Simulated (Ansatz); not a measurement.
**Barrier of one jump, H in BN**

The calculation used DFT PBE+D3(BJ), scalar-relativistic, plane waves, PAW (Ansatz 0.2.0). (420 eV cutoff, 2×2×2 k-mesh, shifted by half a step, Gaussian smearing of 0.02 eV, no spin polarisation)

Host crystal, relaxed:

```yaml
crystal:
  lattice:
    - [1.25306, 0.72345, 3.29488]
    - [-1.25306, 0.72345, 3.29488]
    - [0.00000, -1.44691, 3.29488]
  atoms:
    - { symbol: B, position: [0.99970, 0.99970, 0.99970] }
    - { symbol: N, position: [0.33274, 0.33274, 0.33274] }
```

In a supercell of 32 host sites with charge -1, interstitial H hops to an equivalent place, moving 2.48 Å between the relaxed ends. Climbing-image nudged elastic band at fixed cell with images 0 (start) to 6 (end), the path measured over all atoms, converged to 0.05 eV/Å; the order of the saddle wasn't checked, and the small cell leaves errors of about a tenth of an eV. Zero-point motion and tunnelling, which matter for H, are left out.

Supercell rows in host cell vectors: -1 3 -1; -1 -1 3; 3 -1 -1. H was set at (0.438, 0.500, 0.625) of the host cell.

At the relaxed start H has 1 B at 1.20 Å, 1 N at 2.17 Å, 3 N at 2.19 Å, 1 B at 2.43 Å, 1 B at 2.44 Å, 1 B at 2.45 Å.

Question: How high is the barrier, and where does the atom pass?

Answer: 0.46 eV at image 5, where H has 1 B at 1.48 Å, 1 B at 1.60 Å, 1 N at 2.11 Å, 2 N at 2.19 Å, 2 N at 2.49 Å. An image lies below the start, so the start isn't the lowest place along this path.

Cost: 1 run of about 14 core-minutes, on Arm Neoverse V2 (shared hosts).